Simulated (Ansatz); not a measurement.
```
Na F
1.0
     0.00000    2.23346    2.23346
     2.23346    0.00000    2.23346
     2.23346    2.23346    0.00000
Na F
1 1
Direct
  0.00000 0.00000 0.00000
  0.50000 0.50000 0.50000
```

RPA correlation and exact exchange on PBE orbitals, hand-made PAW set (Ansatz); 4×4×4 mesh, wave cutoff 1050 eV, correlation extrapolated to infinite response cutoff from cutoffs up to 280 eV, 16 electrons, all correlated, 153 empty bands, long-wavelength term: optical limit. The band count ends below the top response cutoff.

The cell is then scaled evenly to 1.128 times this volume.

Energy change of the cell: PBE -0.094 eV (mean pressure +5.3 GPa).

**Question.** What change follows for the Hartree-Fock expression on these orbitals, RPA correlation and the RPA total?

**Answer.** The Hartree-Fock expression on these orbitals: -0.042 eV (mean pressure +2.4 GPa). RPA correlation: +0.008 eV (mean pressure -0.4 GPa). The RPA total: -0.034 eV (mean pressure +1.9 GPa).

This ran on a trial build of the method. The cell is a model at fixed atoms and needn't be the relaxed known crystal. The correlation step scatters with the plane-wave count, here by about 0.01 eV. The mesh is coarse, so these steps aren't converged.
